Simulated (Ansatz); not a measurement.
## How far is PAW off for MnS?

```yaml
crystal:
  lattice:
    - [0.00000, 2.61225, 2.61225]
    - [2.61225, 0.00000, 2.61225]
    - [2.61225, 2.61225, 0.00000]
  atoms:
    - { symbol: Mn, position: [0.00000, 0.00000, 0.00000] }
    - { symbol: S, position: [0.50000, 0.50000, 0.50000] }
```

Atoms are numbered in the order listed.

The geometry is COD entry 9005930, unchecked; take it as a test cell.

Other magnetic orders may lie lower; this is the state that the run reached.

Levels of theory: DFT, PBE, PAW with Ansatz's default frozen-core files, scalar-relativistic (Ansatz 0.2.0); DFT, PBE, all-electron LAPW, scalar-relativistic (Ansatz 0.2.0).

For PAW: a Γ-centred 12×12×12 k mesh, Fermi–Dirac smearing of 0.05 eV, cutoff 420 eV, spin-polarised from start moments Mn1 4 μB. LAPW targets a basis error of 0.5 meV/atom. The Ansatz runs share mesh, smearing and spin set-up. Plane-wave (PAW) pressures include the program's estimate of the Pulay term.

Stress and pressure are positive in compression.

Levels count from the Fermi level.

PAW results:

```
                              quantity     PAW
                        pressure (GPa)   -3.28
               moment of the cell (μB)   4.736
highest filled spin-up level at Γ (eV)  -1.883
  lowest empty spin-up level at Γ (eV)   1.616
highest filled spin-up level at K (eV)  -1.420
  lowest empty spin-up level at K (eV)   2.447
highest filled spin-up level at W (eV)  -2.065
  lowest empty spin-up level at W (eV)   4.030
```

**Question.** What does all-electron LAPW give for the same quantities?

**Answer.** 
| quantity | LAPW |
| --- | --- |
| pressure (GPa) | -3.25 |
| moment of the cell (μB) | 4.738 |
| highest filled spin-up level at Γ (eV) | -1.884 |
| lowest empty spin-up level at Γ (eV) | 1.616 |
| highest filled spin-up level at K (eV) | -1.421 |
| lowest empty spin-up level at K (eV) | 2.448 |
| highest filled spin-up level at W (eV) | -2.066 |
| lowest empty spin-up level at W (eV) | 4.031 |
